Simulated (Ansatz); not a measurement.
SnSe under changes of volume

One of the cells (50.458 Å³/atom); the others are scaled copies at fixed shape and fractional positions:

```xyz
4
Lattice="4.2853 0.0000 0.0000 0.0000 4.2853 0.0000 0.0000 0.0000 10.9907" Properties=species:S:1:pos:R:3 pbc="T T T"
Sn    0.0000    2.1427    6.8996
Sn    2.1427    0.0000    4.0911
Se    0.0000    2.1427    4.2200
Se    2.1427    0.0000    6.7707
```

| Property | Result |
| --- | --- |
| Program | Ansatz 0.2.0 |
| Functional | PBEsol |
| Potentials or basis | Ansatz PAW |
| Cutoff | 420 eV (not typed: the program's choice for these potentials) |
| k mesh | 6 × 6 × 3 |
| Occupations | fermi-dirac, width 0.05 eV |
| Spin | no spin polarisation |

```csv
volume (Å³/atom),energy over the lowest point (meV/atom),gap on the mesh (eV),largest force (eV/Å)
47.431,5.79,1.40,0.444
48.440,0.90,1.43,0.311
49.449,0.00,1.45,0.188
50.458,2.69,1.47,0.110
51.468,8.58,1.49,0.239
52.477,17.34,1.51,0.359
53.486,?,?,?
```

Q: What does the run at 53.486 Å³/atom give?

A: Energy over the lowest point 28.69 meV/atom; gap on the mesh 1.52 eV; largest force 0.471 eV/Å.

Worked out: A Birch-Murnaghan fit of order 3 (a polynomial in V^(-2/3)) to the other rows has its minimum at 49.18 Å³/atom with B0 = V·E''(V) = 28 GPa and B' = 4.4 at fixed shape and positions, which overstates the stiffness. It gives 28.67 meV/atom at 53.486 Å³/atom, against the run's 28.69. A straight line through the other rows of the gap, of slope 1.06 eV per unit of ln V (its deformation potential), extrapolates to 1.53 eV, against the run's 1.52.

Energies are extrapolated to zero smearing.

Caveats: odd divisions of the mesh miss points on the zone boundary, where band edges often lie, so the gap on the mesh can be too wide; spin-orbit coupling is left out, which moves the levels of the heavy elements; the PAW data sets come from PBE, with cores solved anew for the run's functional, which leaves a small shift of forces and pressure.

A mesh can miss the band edges.
